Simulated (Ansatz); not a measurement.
The cell comes from COD entry 1538153, which wasn't checked; take it as a given geometry. It is an old determination, and later ones may differ. The listed cell was then made from it by scaling, straining or moving an atom.

IrO₂: DFT, PBEsol, PAW with Ansatz's default frozen-core files, scalar-relativistic (Ansatz 0.2.0). What sets it apart from a plain run of this crystal: zz strain of +2 %.

Command: `ansatz run input.yaml --threads 2 --pin off --max-ram 8192MiB --backend cpu --events-out ev --progress --plain --runs-dir out` The run took 9.2 s on 2 threads of Intel(R) Xeon(R) Platinum 8375C CPU @ 2.90GHz (Ice Lake), with other jobs on the host, peak memory 0.55 GiB.

```yaml
crystal:
  lattice:
    - [4.499, 0.0, 0.0]
    - [0.0, 4.499, 0.0]
    - [0.0, 0.0, 3.20892]
  atoms:
    - { symbol: Ir, position: [0.0, 0.0, 0.0] }
    - { symbol: Ir, position: [0.5, 0.5, 0.5] }
    - { symbol: O, position: [0.311, 0.311, 0.0] }
    - { symbol: O, position: [0.189, 0.811, 0.5] }
    - { symbol: O, position: [0.689, 0.689, 0.0] }
    - { symbol: O, position: [0.811, 0.189, 0.5] }
kpoints:
  mp_grid: { grid: [8, 8, 11] }
scf:
  occupations: { method: fermi_dirac, width: 0.05 }
hamiltonian:
  xc: pbesol
  pseudopotentials: { kind: paw }
output:
  forces: true
  stress: true
  eigenvalues: true
  efg: { contact_densities: true }
```

Output (standing set-up lines are left out):

```
Crystal: 6 atoms, lattice volume = 64.952 Å³
Basis set: ecut = 420 eV, 1267 PW (Γ), exchange–correlation on 64×64×48 points (8 copies of the dense FFT grid, shifted against one another)
SCF iter   1: F=—  HF=-25836.500819 eV  |F-HF|=—  |Δ(HF+E_count)|=         —  Δρ=1.93e-2  dr2=1.88e-1  ethr=1.77e-3  ⟨swp⟩=5.9  Hψ=11913  notcnv=0  defer=12
preconditioner: auto → LDOS  [metal: Δε(μ)=0.013 eV  Ē_g=10.819 eV  σ=0.050 eV  W_gap=0.07  n_scr=18 (ndim 8)  ℏωp=29.9 eV  f_vac=0.033  D(μ)=2.91/eV (n_scr^D=30)  β→1.0]
SCF iter   2: F=—  HF=-25836.466987 eV  |F-HF|=—  |Δ(HF+E_count)|=   3.38e-2  Δρ=1.12e-2  dr2=3.00e-2  ethr=3.25e-4  ⟨swp⟩=2.0  Hψ=6175  notcnv=0  defer=65
SCF iter   3: F=—  HF=-25836.458847 eV  |F-HF|=—  |Δ(HF+E_count)|=   8.14e-3  Δρ=3.41e-3  dr2=6.11e-3  ethr=5.17e-5  ⟨swp⟩=2.0  Hψ=5442  notcnv=0  defer=65
SCF iter   4: F=—  HF=-25836.457773 eV  |F-HF|=—  |Δ(HF+E_count)|=   1.07e-3  Δρ=8.69e-4  dr2=3.99e-4  ethr=1.05e-5  ⟨swp⟩=2.4  Hψ=4929  notcnv=0  defer=65
SCF iter   5: F=—  HF=-25836.457674 eV  |F-HF|=—  |Δ(HF+E_count)|=   9.87e-5  Δρ=1.48e-4  dr2=9.09e-6  ethr=6.89e-7  ⟨swp⟩=2.0  Hψ=4564  notcnv=0  defer=65
SCF iter   6: F=—  HF=-25836.457575 eV  |F-HF|=—  |Δ(HF+E_count)|=   9.97e-5  Δρ=2.19e-5  dr2=1.25e-7  ethr=1.57e-8  ⟨swp⟩=2.2  Hψ=5139  notcnv=0  defer=65
SCF iter   7: F=-25836.457575 eV  HF=-25836.457575 eV  |F-HF|=8.22e-10  |Δ(HF+E_count)|=   1.03e-7  Δρ=4.31e-6  dr2=8.49e-9  ethr=1.72e-10  ⟨swp⟩=7.4  Hψ=11870  notcnv=0
SCF 1 converged in 7 iterations: F = -25836.457575 eV  dr2 = 8.49e-9
  greatest PAW one-centre occupation: 1.000 electrons in one spin orbital (limit 2), on the Ir atom at site 1 (counted from 0), in its partial waves of l = 0
SCF converged after 7 iterations
Free energy (F): -25836.457575 eV
Harris-Foulkes:  -25836.457575 eV  (|F-HF|=8.22e-10)
Internal energy: -25836.433888 eV  (E = F + TS)
E sigma→0 (E₀):  -25836.445731 eV
Entropy (-TS):   -0.023687 eV (-3.948 meV/atom)
Fermi energy:    14.017374 eV
--- Per-component energies (eV) ---
  E_band       = -480.970300
  E_kinetic    = 1934.433683
  E_local      = -4483.823075  (includes V_loc(G=0)·N_el)
  E_nonlocal   = 346.046046
  E_hartree    = 1647.679155
  E_xc         = -816.911732
  E_vxc        = -963.578457  (∫ρ·V_xc dr)
  E_paw        = -18785.379196  (= ΣΔE_a)
  E_vpaw       = -609.412547  (= ΣTr[D̂ρ^β])
  E_aug_tail   = 0.010023  (compensation charges beyond the density's cutoff)
  E_ewald      = -5679.160512
  E_core_change = 0.671721  (= ΣΔE_core)
  E_smearing   = -0.023687  (= −TS)
  E_closure    = 0.000000  (closes the sum)
  Σ components = -25836.457575   (vs F -25836.457575, Δ=0.00e0)
--- Forces (eV/Å), atoms counted from 1 ---
  atom   1  Ir     0.00000000    -0.00000000     0.00000000
  atom   2  Ir     0.00000000     0.00000000     0.00000000
  atom   3  O     -0.15940913    -0.15940913     0.00000000
  atom   4  O      0.15940913    -0.15940913     0.00000000
  atom   5  O      0.15940913     0.15940913     0.00000000
  atom   6  O     -0.15940913     0.15940913     0.00000000
  max |Σ_I F_I| component: 5.55e-17 eV/Å
--- Stress (GPa, compression-positive) ---
       -7.223954       0.000000       0.000000
        0.000000      -7.223954       0.000000
        0.000000       0.000000     -12.332291
  P = ⅓ Tr σ = -8.9267 GPa (-89.267 kbar)
--- PAW observables at the nuclei: V_zz in 10²¹ V/m², potentials from the cell's mean, atoms counted from 1 ---
  atom   1  Ir V_zz =   -11.399824   η = 0.4859   by run symmetry: allowed
            electrostatic potential = -15782.581668 V   contact ρ = 11152010.461341 e/Å³
  atom   2  Ir V_zz =   -11.399824   η = 0.4859   by run symmetry: allowed
            electrostatic potential = -15782.581668 V   contact ρ = 11152010.461341 e/Å³
  atom   3  O  V_zz =    -9.824040   η = 0.1205   by run symmetry: allowed
            electrostatic potential = -628.715029 V   contact ρ = 2143.342069 e/Å³
  atom   4  O  V_zz =    -9.824040   η = 0.1205   by run symmetry: allowed
            electrostatic potential = -628.715029 V   contact ρ = 2143.342069 e/Å³
  atom   5  O  V_zz =    -9.824040   η = 0.1205   by run symmetry: allowed
            electrostatic potential = -628.715029 V   contact ρ = 2143.342069 e/Å³
  atom   6  O  V_zz =    -9.824040   η = 0.1205   by run symmetry: allowed
            electrostatic potential = -628.715029 V   contact ρ = 2143.342069 e/Å³
--- Band table (eV; the first three rows and the last of 90) ---
  k-point 0: bands = ["-79.3611", "-79.3596", "-36.3046", "-36.3046", "-36.2441", "-36.2284", "-36.0311", "-36.0311", "-7.0562", "-5.8600", "-4.7168", "-4.7168", "4.2600", "4.5099", "6.0386", "6.0386", "6.2673", "8.7963", "9.2098", "9.2098", "10.3875", "11.1473", "11.1473", "11.5129", "11.5918", "11.5918", "11.7302", "11.7472", "11.9518", "14.7092", "15.2320", "18.0159", "18.1628", "18.1628", "19.5427"]
  k-point 1: bands = ["-79.3608", "-79.3594", "-36.3040", "-36.3040", "-36.2514", "-36.2364", "-36.0301", "-36.0301", "-6.9775", "-5.8159", "-4.7627", "-4.7627", "4.3681", "4.5897", "6.1093", "6.1093", "6.3505", "8.4808", "9.2710", "9.2710", "9.8836", "10.5998", "10.5998", "11.5787", "11.8033", "11.8365", "12.0272", "12.1561", "12.1561", "14.9060", "15.1485", "17.9157", "17.9157", "18.2379", "19.3810"]
  k-point 2: bands = ["-79.3603", "-79.3590", "-36.3025", "-36.3025", "-36.2709", "-36.2578", "-36.0275", "-36.0275", "-6.7558", "-5.7029", "-4.8831", "-4.8831", "4.6806", "4.8119", "6.3039", "6.3039", "6.5977", "7.7791", "9.0136", "9.3993", "9.3993", "9.9764", "9.9764", "11.1413", "11.9813", "12.1001", "12.2181", "12.8571", "12.8571", "14.9087", "15.3955", "17.3732", "17.3732", "18.4173", "19.3705"]
  k-point 89: bands = ["-79.3581", "-79.3581", "-36.3296", "-36.3296", "-36.2979", "-36.2979", "-36.0194", "-36.0194", "-5.5232", "-5.5232", "-5.3586", "-5.3586", "5.7368", "5.7368", "6.2166", "6.2166", "6.6860", "6.6860", "8.5298", "8.5298", "9.7762", "9.7762", "10.7401", "10.7401", "12.1213", "12.1213", "12.8312", "12.8312", "13.5601", "13.5601", "16.0696", "16.0696", "17.1098", "17.1098", "23.0562"]
```
